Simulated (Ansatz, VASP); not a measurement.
## MgO (dscan): VASP beside Ansatz

The input POSCAR:

```
MgO
1.0
    0.0000000000      2.1245000000      2.1245000000
    2.1245000000      0.0000000000      2.1245000000
    2.1245000000      2.1245000000      0.0000000000
Mg O
1 1
Direct
    0.0000000000      0.0000000000      0.0000000000
    0.5000000000      0.5000000000      0.5000000000
```

File INCAR.step1:

```
  PREC = Accurate
  ENCUT = 520
  ISMEAR = 0
  SIGMA = 0.1
  LREAL = F
  LASPH = T
  NELM = 60
  NBANDS = 11
  GGA = PE
  ALGO = Normal
  EDIFF = 1E-4
  LWAVE = T
  LCHARG = F
```

INCAR.step2

```
  PREC = Accurate
  ENCUT = 520
  EDIFF = 1E-6
  ISMEAR = 0
  SIGMA = 0.1
  LREAL = F
  LASPH = T
  NELM = 60
  ALGO = Normal
  ISIF = 2
  LWAVE = F
  LCHARG = F
  METAGGA = R2SCAN
  LMIXTAU = T
  NBANDS = 11
  ISTART = 1
```

The input KPOINTS:

```
Automatic mesh
0
Gamma
  8 8 8
```

Input for Ansatz:

```yaml
crystal:
  lattice:
    - [0.0, 2.1245, 2.1245]
    - [2.1245, 0.0, 2.1245]
    - [2.1245, 2.1245, 0.0]
  atoms:
    - { symbol: Mg, position: [0.0, 0.0, 0.0] }
    - { symbol: O, position: [0.5, 0.5, 0.5] }
basis:
  ecutwfc: 500
kpoints:
  mp_grid: { grid: [8, 8, 8] }
hamiltonian:
  xc: r2scan
  pseudopotentials: { kind: paw, azcp: { folder: soft_1 } }
scf:
  occupations: { method: gaussian, width: 0.1 }
output:
  forces: true
  stress: true
  eigenvalues: true
```

Alike in both runs: task single point; functional r2SCAN; k mesh 8 × 8 × 8; occupations gaussian, width 0.1 eV; no spin polarisation.

|  | VASP | Ansatz |
| --- | --- | --- |
| version | VASP 6.6.1 | Ansatz 0.2.0 |
| potentials or method | VASP PAW PBE potentials, release 64 (Mg, O) | scalar-relativistic, plane waves, PAW |
| plane-wave cutoff (eV) | 520 | 500 |
| valence electrons in the cell | 8 | 16 |

Ansatz gave:

- gap on the k mesh at the Fermi level (eV): 5.38
- least direct gap on the mesh (eV): 5.38
- pressure (GPa): -4.6

Q: Which values does VASP return?

A: gap on the k mesh at the Fermi level (eV): 5.34; least direct gap on the mesh (eV): 5.34; pressure (GPa): -6.1.

The two sets of potentials don't hold the same shells in valence.

Caveats: the PAW data sets were made with another functional, which shifts forces and pressure a little (VASP). r2SCAN opens gaps a little over a GGA but as a rule still falls short of measured ones.
